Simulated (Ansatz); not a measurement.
# Directional hole masses of zincblende GaP at Gamma from PBE, with and without spin-orbit coupling

Anyone setting up an effective-mass model of p-type GaP has to decide whether one heavy-hole mass will serve for all directions, and whether the band calculation behind it must include spin-orbit coupling. The question is therefore how the hole masses at Gamma depend on direction in the two cases. The masses come from the curvature of the PBE valence bands along [100], [110] and [111] and are given in units of the free-electron mass; band depths are counted downward from the valence top. The comparison is between directions and between the two treatments, not with experiment. Inverse masses are used for the analysis, because they, unlike the masses, add simply when orbitals mix.

## How the numbers were made

GaP (zincblende), space group 216, 2 atoms in the cell, a known phase, held at the measured lattice of a database entry (primitive vectors 3.854, 3.854, 3.854 angstrom) for every row; symmetry fixes all atomic positions. Ansatz 0.2.0 with its PAW potentials; plane waves, scalar-relativistic unless spin-orbit coupling is named, no spin polarisation, no Hubbard U. Functional PBE; cutoffs 420 eV, self-consistent k mesh 8x8x8. Masses are central differences along each direction at 0.008 1/angstrom (0.03 where the band is too flat for the smaller step); with spin-orbit coupling each band is the mean of its spin pair. Kohn-Sham gaps 1.56 eV with and 1.59 eV without spin-orbit coupling.

- cubic invariant: cubic invariant of the direction, x^2 y^2 + y^2 z^2 + z^2 x^2 of the unit vector.
- depth at Gamma (eV): depth of the band at Gamma below the valence top.
- inverse mass: inverse hole mass along the direction, free-electron mass over hole mass.
- hole mass (m_e): hole mass along the direction, in free-electron masses.

## Table of results

| member | band | cubic invariant | depth at Gamma (eV) | inverse mass | hole mass (m_e) |
| --- | --- | --- | --- | --- | --- |
| [100] | heavy hole, with spin-orbit coupling | 0.000 | 0.000 | 3.01 | 0.332 |
| [110] | heavy hole, with spin-orbit coupling | 0.250 | 0.000 | 1.39 | 0.719 |
| [111] | heavy hole, with spin-orbit coupling | 0.333 | 0.000 | 1.13 | 0.884 |
| [100] | light hole, with spin-orbit coupling | 0.000 | 0.000 | 7.30 | 0.137 |
| [110] | light hole, with spin-orbit coupling | 0.250 | 0.000 | 8.62 | 0.116 |
| [111] | light hole, with spin-orbit coupling | 0.333 | 0.000 | 8.85 | 0.113 |
| [100] | split-off hole, with spin-orbit coupling | 0.000 | 0.084 | 4.98 | 0.201 |
| [110] | split-off hole, with spin-orbit coupling | 0.250 | 0.084 | 4.95 | 0.202 |
| [111] | split-off hole, with spin-orbit coupling | 0.333 | 0.084 | 4.98 | 0.201 |
| [100] | upper band, without | 0.000 | 0.000 | 2.96 | 0.338 |
| [110] | upper band, without | 0.250 | 0.000 | 0.40 | 2.520 |
| [111] | upper band, without | 0.333 | 0.000 | 1.14 | 0.877 |
| [100] | middle band, without | 0.000 | 0.000 | 2.96 | 0.338 |
| [110] | middle band, without | 0.250 | 0.000 | 2.87 | 0.349 |
| [111] | middle band, without | 0.333 | 0.000 | 1.14 | 0.877 |
| [100] | lower band, without | 0.000 | 0.000 | 9.35 | 0.107 |
| [110] | lower band, without | 0.250 | 0.000 | 11.85 | 0.084 |
| [111] | lower band, without | 0.333 | 0.000 | 12.52 | 0.080 |

## Mechanism

Without spin-orbit coupling the upper band has a mass of 0.338 along [100], 2.520 along [110] and 0.877 along [111]. With it the heavy hole has 0.332, 0.719 and 0.884, so the heaviest of the three directions changes from [110] to [111]. The light hole runs the other way, from 0.137 along [100] to 0.113 along [111], and the split-off hole is isotropic within 1%.

The model assumes, first, that the valence top consists of three p-like orbitals x, y and z, and that hole energies are quadratic in k. Cubic symmetry then leaves three constants, in units of inverse mass: L for k along the axis of an orbital, M for k across it, and N for the mixing of two orbitals. Without spin-orbit coupling the inverse masses are

- [100]: L once, M twice;
- [110]: (L + M + N)/2, (L + M − N)/2 and M;
- [111]: (L + 2M + 2N)/3 once, (L + 2M − N)/3 twice.

The second assumption is that the spin-orbit splitting is large compared with the kinetic energies. The split-off state then holds the three orbitals in equal parts, and its inverse mass is A = (L + 2M)/3 in every direction. Along [100] and [111] the heavy hole contains only the two transverse orbitals and keeps their mass, while the light hole is two thirds longitudinal and one third transverse. The two therefore lie at A − D and A + D, with D = (L − M)/3 along [100] and N/3 along [111].

Cubic symmetry makes D² linear in the cubic invariant K, so these two directions fix it:

D² = (L − M)²/9 + [N² − (L − M)²]K/3

This is the Luttinger form. The warping would vanish for N = L − M. In k·p theory, coupling to the p-like conduction states raises M and N but not L, which drives N above L − M.

## Fixing and testing the model

The constants are fixed on [100] and [111] without spin-orbit coupling. The first gives L = 9.35 and M = 2.96; the second gives N as the difference between its single and its double band, 12.52 − 1.14 = 11.38. This is well above L − M = 9.35 − 2.96 = 6.39, so the bands are strongly warped. Four bands along [110], where K = 0.250, then follow as inverse masses.

Upper band, without spin-orbit coupling: (9.35 + 2.96 − 11.38)/2 = 0.47; the table has 0.40.

Lower band, without: (9.35 + 2.96 + 11.38)/2 = 11.85; the table has 11.85.

For the bands with spin-orbit coupling, A = (9.35 + 2 × 2.96)/3 = 5.09, and D² = 6.39²/9 + (11.38² − 6.39²) × 0.250/3 = 11.93; D is the square root of this, which one averaging step from the rough guess 3.4 gives as (3.4 + 11.93/3.4)/2 = 3.45.

Heavy hole, with: 5.09 − 3.45 = 1.64; the table has 1.39. As a mass this is 1/1.64 = 0.61 against 0.719.

Light hole, with: 5.09 + 3.45 = 8.54; the table has 8.62.

Over all 18 rows, including those that fixed the constants, the mean absolute miss is about 0.09, against a mean absolute deviation of roughly 3.2 about the average inverse mass. Much of that deviation is the difference between bands, so the heavy hole with spin-orbit coupling is a harder test: over its three directions the miss averages roughly 0.15 and the deviation roughly 0.78. The model thus carries the directional trend, though not the last tenth or two of an inverse mass.

## Members off the line

The largest miss is the heavy hole along [110], whose inverse mass the model puts 0.25 too high. Part of this may come from the second assumption: at a finite step the heavy hole mixes with the split-off band, which lowers its inverse mass. The effect is roughly 0.1 at the larger step and negligible at the smaller one; which step was used for this row is not shown in the table.

Along [111] without spin-orbit coupling all three bands are predicted 0.16 too high. Here the table departs from the first assumption, which requires the three inverse masses to have the same sum in every direction. The sums are 2.96 + 2.96 + 9.35 = 15.27 along [100], 0.40 + 2.87 + 11.85 = 15.12 along [110] and 1.14 + 1.14 + 12.52 = 14.80 along [111], and no choice of L, M and N can remove the difference. Cubic symmetry demands equal sums for the true curvatures at Gamma, so the fault lies in the computed masses, and the constants fixed on them inherit it. With ħ²/2m = 3.81 eV Å², an error of 0.16 at the smaller step is 3.81 × 0.008² × 0.16 = 0.00004 eV, so very small errors in the band energies are enough to cause it. The masses with spin-orbit coupling share the fault: their sums are 3.01 + 7.30 + 4.98 = 15.29 along [100] and 1.13 + 8.85 + 4.98 = 14.96 along [111]. Nor is 0.16 an upper bound. It spreads the difference between two sums equally over three bands; a single band may carry more, and an error common to all directions does not show in the sums at all. A PBE calculation of the same cell with a second code, which could test the absolute values, is left out here.

The upper band along [110] misses by only 0.07 in inverse mass, yet its mass comes out as 1/0.47 = 2.1 instead of 2.520, because a nearly flat band magnifies small errors.

## Conclusions

One heavy-hole mass does not serve for all directions: with spin-orbit coupling the table has it vary by a factor 0.884/0.332 = 2.7. The size of this factor is less certain than its existence. Errors of 0.16 in the two inverse masses, in opposite senses, would put it at (3.01 − 0.16)/(1.13 + 0.16) = 2.2 or (3.01 + 0.16)/(1.13 − 0.16) = 3.3, and the errors may be larger. Leaving the coupling out hardly alters the heavy hole along [100] and [111], but makes it much too heavy along [110]. The table gives a factor 2.520/0.719 = 3.5 there, which an error of 0.16 in the small inverse mass without coupling would change to 1.39/(0.40 + 0.16) = 2.5 or 1.39/(0.40 − 0.16) = 5.8. Numerical error aside, the masses with coupling hold for hole energies well below the splitting of 0.084 eV, a limit that the faster carriers at room temperature already approach.

The main omitted effect is the error of PBE in the direct gap at Gamma, which is not the indirect gap quoted in the set-up. It makes the light-hole masses too small, by an amount that may match or exceed their directional spread of 21%. The heavy-hole masses along [100] and [111] depend much less on this gap. That protects their anisotropy from the gap error but not from the numerical error of the masses, so the table supports a strong direction dependence of the heavy hole without fixing its exact size.

[On method and selection: Runs that did not converge, have known faults or may not be shown are not listed, and runs on Ansatz's PAW sets soft_1 and soft_2 are kept to separate tables.]
